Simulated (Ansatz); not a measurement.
Response of Na to small distortions

```xyz
1
Lattice="-2.1175 2.1175 2.1175 2.1175 -2.1175 2.1175 2.1175 2.1175 -2.1175" Properties=species:S:1:pos:R:3 pbc="T T T"
Na    0.0000    0.0000    0.0000
```

Structure: COD 9011002, as refined from experiment and not relaxed.

The calculation used DFT, PBE, all-electron LAPW, scalar-relativistic in Ansatz 0.2.0.

Sampling and basis: a Γ-centred 12×12×12 k mesh, Fermi–Dirac smearing of 0.05 eV, basis error target 0.25 meV/atom, no spin polarisation.

The unchanged cell is at -0.18 GPa, so energy changes include a term −P ΔV where the volume moves.

In a metal, stresses and small energies carry noise from the k mesh.

x, y and z are the Cartesian axes of the cell as listed; fractional coordinates follow a strain, and an engineering shear is twice the off-diagonal strain component.

**Question.** One change gave: energy change +1 meV/atom; stress change (xx, yy, zz, yz, xz, xy) 0.01, 0.01, 0.01, 0.15, 0.15, 0.15 GPa, compression positive. Which change was it?
A. z strained by +4 % at fixed volume
B. equal xy, yz and zx engineering shear strains of -2 %
C. equal xy, yz and zx engineering shear strains of -3 %
D. equal xy, yz and zx engineering shear strains of +2 %
E. equal xy, yz and zx engineering shear strains of -1 %
F. equal xy, yz and zx engineering shear strains of +3 %
G. equal xy, yz and zx engineering shear strains of +1 %
H. x and y strained by -3 %, z held

**Answer.** C. For x and y strained by -3 %, z held: energy change under 1 meV/atom; stress change (xx, yy, zz, yz, xz, xy) 0.46, 0.46, 0.52, 0.00, 0.00, 0.00 GPa, compression positive. For z strained by +4 % at fixed volume: energy change under 1 meV/atom; stress change (xx, yy, zz, yz, xz, xy) -0.02, -0.02, 0.03, 0.00, 0.00, 0.00 GPa, compression positive. For equal xy, yz and zx engineering shear strains of -1 %: energy change under 1 meV/atom; stress change (xx, yy, zz, yz, xz, xy) 0.00, 0.00, 0.00, 0.04, 0.04, 0.04 GPa, compression positive. For equal xy, yz and zx engineering shear strains of +2 %: energy change under 1 meV/atom; stress change (xx, yy, zz, yz, xz, xy) 0.00, 0.00, 0.00, -0.08, -0.08, -0.08 GPa, compression positive. For equal xy, yz and zx engineering shear strains of -2 %: energy change under 1 meV/atom; stress change (xx, yy, zz, yz, xz, xy) 0.00, 0.00, 0.00, 0.09, 0.09, 0.09 GPa, compression positive. For equal xy, yz and zx engineering shear strains of +1 %: energy change under 1 meV/atom; stress change (xx, yy, zz, yz, xz, xy) 0.00, 0.00, 0.00, -0.04, -0.04, -0.04 GPa, compression positive. For equal xy, yz and zx engineering shear strains of +3 %: energy change +1 meV/atom; stress change (xx, yy, zz, yz, xz, xy) 0.01, 0.01, 0.01, -0.14, -0.14, -0.14 GPa, compression positive.
